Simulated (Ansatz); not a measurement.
**Si: experiment and calculation**

**Experimental background.**

From “Enhanced near-infrared absorber: two-step fabricated structured black silicon and its device application”, 2018, pmc:6179974, for a bulk crystal of Si at 300 K: band gap 1.12 eV (indirect).

How close the calculation comes is told below.

All numbers below come from DFT PBE, scalar-relativistic, plane waves, PAW (Ansatz).

Settings: cutoff 420 eV, Γ-centred mesh 10×10×10 on the computed 2-atom cell, Gaussian smearing of 0.02 eV; no spin polarisation.

Relaxed structure, symmetry kept:

```
Si
1.0
     0.00000    2.73484    2.73484
     2.73484    0.00000    2.73484
     2.73484    2.73484    0.00000
Si
2
Direct
  0.75000 0.75000 0.75000
  0.50000 0.50000 0.50000
```

| Quantity | Value |
| --- | --- |
| Space group | Fd-3m (No. 227) |
| Volume per atom | 138.0 bohr³ |
| Formation energy from the elements' standard states (uncorrected) | 0.000 eV/atom |
| Kohn–Sham band gap | 0.61 eV, indirect from Γ to (0.000, 0.419, 0.419) |
| Löwdin character of the top 1 eV of the valence band | Si 3p 96 % |
| Löwdin character of the lowest 1 eV of the conduction band | Si 3p 58 %, Si 3s 27 %, unprojected 15 % |
| Electron masses at the edge by Cartesian direction of the standard setting (m_e; degenerate bands sorted by energy; no spin-orbit coupling) | x: 0.96; y: 0.20; z: 0.20 |
| Hole masses at the edge by Cartesian direction of the standard setting (m_e; degenerate bands sorted by energy; no spin-orbit coupling) | x: 0.27, 0.27, 0.16; y: 0.27, 0.27, 0.16; z: 0.27, 0.27, 0.16 |
| Bulk modulus | 89 GPa |
| Its pressure derivative | 4.3 |
| Electronic dielectric constant xx, yy, zz of the standard setting (independent particles) | 13.6, 13.6, 13.6 |
| Bader charges (e) | Si (2 in the cell) 0.00 |

Measured band gap of Si: 1.12 eV (indirect; 300 K; the paper above). This calculation gives 0.61 eV (-0.51 eV). Kohn–Sham gaps of semilocal functionals fall short of measured ones as a rule.